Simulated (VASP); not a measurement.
Set up this calculation in VASP 6.6.1, as the native input.

```yaml
Task: relaxation of cell and atoms
Functional: PBE
Dispersion: D3(BJ)
Potentials_or_basis: VASP PAW PBE potentials, release 64 (Cd, S)
Cutoff: 600 eV
k_mesh: 8 × 8 × 8
Occupations: gaussian, width 0.03 eV
Spin: no spin polarisation
Further_INCAR_settings: ALGO = Normal; EDIFF = 1e-06; IBRION = 2; EDIFFG = -0.01; NSW = 90; ISIF = 3
```

The structure of CdS (Hawleyite) lies in POSCAR:

```
CdS
1.0
    0.0000000000      2.9165000000      2.9165000000
    2.9165000000      0.0000000000      2.9165000000
    2.9165000000      2.9165000000      0.0000000000
Cd S
1 1
Direct
    0.0000000000      0.0000000000      0.0000000000
    0.2500000000      0.2500000000      0.2500000000
```

One way to write it, as run:

INCAR

```
SYSTEM = CdS
ALGO = Normal
EDIFF = 1E-6
EDIFFG = -0.01
ENCUT = 600
GGA = PE
IBRION = 2
ISIF = 3
ISMEAR = 0
IVDW = 12
LASPH = .True.
LCHARG = .False.
LREAL = .False.
LWAVE = .False.
NELM = 80
NSW = 90
PREC = Accurate
SIGMA = 0.03
```

KPOINTS

```
k-points
0
Gamma
  8 8 8
  0 0 0
```

Potentials or basis: VASP PAW PBE potentials, release 64 (Cd, S).

Run with:

```sh
$ cat potpaw_PBE.64/Cd/POTCAR potpaw_PBE.64/S/POTCAR > POTCAR
$ mpirun -np 1 vasp_std > vasp.out
```

Results of the run:

| Quantity | Value |
| --- | --- |
| Relaxed volume | 25.19 Å³/atom |
| Relaxed cell | a = 4.146 Å, b = 4.146 Å, c = 4.146 Å, α = 60.00°, β = 60.00°, γ = 60.00° |
| Space group after relaxing (to 0.05 Å) | F-43m (No. 216) |
| Energy gained by relaxing | 1.1 meV/atom |
| Ionic steps | 3 |
| Pressure after relaxing | 0.0 GPa |
| Band gap on the k mesh | 1.12 eV, direct |
| Dispersion energy per atom | -0.301 eV |

Wall time 34 s on 1 thread of Intel(R) Xeon(R) Platinum 8559C (Emerald Rapids), on a shared host, peak memory 0.23 GiB.
